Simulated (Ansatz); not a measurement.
HfS$_{2}$: computed properties

These are results of DFT PBEsol+D3(BJ), scalar-relativistic, plane waves, PAW in Ansatz 0.2.0, not measurements.

Cutoff 420 eV; k points 12×12×6 on the computed 3-atom cell (Γ-centred); Gaussian smearing, width 0.02 eV; no spin polarisation.

The structure is relaxed at this level of theory with its symmetry kept.

```cif
data_structure
_symmetry_space_group_name_H-M 'P-3m1'
_symmetry_Int_Tables_number 164
_cell_length_a 3.5473
_cell_length_b 3.5473
_cell_length_c 5.5779
_cell_angle_alpha 90.000
_cell_angle_beta 90.000
_cell_angle_gamma 120.000
_cell_volume 60.79
loop_
_atom_site_label
_atom_site_type_symbol
_atom_site_symmetry_multiplicity
_atom_site_Wyckoff_symbol
_atom_site_fract_x
_atom_site_fract_y
_atom_site_fract_z
_atom_site_occupancy
Hf1 Hf 1 a 0.00000 0.00000 0.00000 1
S1 S 2 d 0.66667 0.33333 0.73812 1
```

Kohn–Sham band gap?

0.45 eV, indirect from Γ to L.

Löwdin character of the top 1 eV of the valence band?

S 3p 90 %, Hf 5d 7 %.

Löwdin character of the lowest 1 eV of the conduction band?

Hf 5d 69 %, S 3p 23 %, unprojected 4 %.

Electron masses at the edge by Cartesian direction of the standard setting (m_e; degenerate bands sorted by energy; no spin-orbit coupling)?

x: 0.23; y: 1.1; z: 0.95.

Hole masses at the edge by Cartesian direction of the standard setting (m_e; degenerate bands sorted by energy; no spin-orbit coupling)?

x: 3.0; y: 3.0; z: 0.18.

Bulk modulus?

42 GPa.

Its pressure derivative?

8.3.

Electronic dielectric constant xx, yy, zz of the standard setting (independent particles)?

13.1, 13.1, 10.2.

Bader charges (e)?

Hf (1 in the cell) 2.05, S (2 in the cell) -1.02.

Spin-orbit coupling is left out, which matters for the bands of heavy elements.

Cost: 12 runs of about 8.7 core-minutes in all, on Arm Neoverse V2 (shared hosts).